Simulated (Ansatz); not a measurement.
EuS:

```
Eu S
1.0
     0.00000    2.97850    2.97850
     2.97850    0.00000    2.97850
     2.97850    2.97850    0.00000
Eu S
1 1
Direct
  0.00000 0.00000 0.00000
  0.50000 0.50000 0.50000
```

```yaml
Program: Ansatz 0.2.0
Task: relaxation of cell and atoms
Functional: LDA
Potentials_or_basis: Ansatz PAW
Cutoff: "420 eV (not typed: the program's choice for these potentials)"
k_mesh: 8 × 8 × 8
Occupations: fermi-dirac, width 0.05 eV
Spin: collinear spin, ferromagnetic start
Starting_moments: "[7.0, 0.0] μB"
```

At the start: volume 26.42 Å³/atom.

Where does the relaxation end?

It ends after 5 steps and the volume is 22.61 Å³/atom (-14.5 %); space group Fm-3m (No. 225, to 0.05 Å); moment 6.87 μB per cell.

The path:
| step | energy change (eV) | largest force (eV/Å) | volume (Å³) |
| --- | --- | --- | --- |
| 1 | 0.0000 | 0.0000 | 52.85 |
| 2 | -0.2077 | 0.0000 | 45.49 |
| 3 | -0.2082 | 0.0000 | 45.11 |
| 4 | -0.2082 | 0.0000 | 45.21 |
| 5 | -0.2055 | 0.0000 | 45.21 |

Final structure:
```
CELL_PARAMETERS angstrom
0.00000 2.82750 2.82750
2.82750 0.00000 2.82750
2.82750 2.82750 0.00000
ATOMIC_POSITIONS crystal
Eu 0.00000 0.00000 0.00000
S 0.50000 0.50000 0.50000
```

Caveat: the plane-wave basis is chosen anew once the cell has moved, so the energies of steps on either side of that aren't comparable; the volume moved by -14 % from the deposited cell, more than functionals usually miss; a cell with one magnetic atom can't hold antiferromagnetic order, which such compounds often take; without U or exact exchange the open f shell lies at the Fermi level, which spoils levels, moments and volumes; the PAW data sets come from PBE, with cores solved anew for the run's functional, which leaves a small shift of forces and pressure.
